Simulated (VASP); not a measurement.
Here is a VASP 6.6.1 calculation.

Contents of INCAR:

```
ALGO = Fast ; EDIFF = 1E-6
ENCUT = 520 ; GGA = PE
ISIF = 2 ; ISMEAR = -1
LASPH = True ; LCHARG = False
LREAL = False ; LWAVE = False
NBANDS = 16 ; NELM = 100
PREC = Accurate ; SIGMA = 0.05
```

KPOINTS

```
k-points
0
Gamma
  7 7 7
```

POSCAR

```
HgTe
1.0
    0.0000000000      3.1800000000      3.1800000000
    3.1800000000      0.0000000000      3.1800000000
    3.1800000000      3.1800000000      0.0000000000
Hg Te
1 1
Direct
    0.0000000000      0.0000000000      0.0000000000
    0.5000000000      0.5000000000      0.5000000000
```

Potentials or basis: VASP PAW PBE potentials, release 64 (Hg, Te).

Launch:

```console
$ cat potpaw_PBE.64/Hg/POTCAR potpaw_PBE.64/Te/POTCAR > POTCAR
$ mpirun -np 1 vasp_std > vasp.out
```

(1) What does it give for the pressure?

(2) What does it give for the band gap on the k mesh?

Answers

(1) -3.7 GPa.

(2) none (metal or under the smearing width).
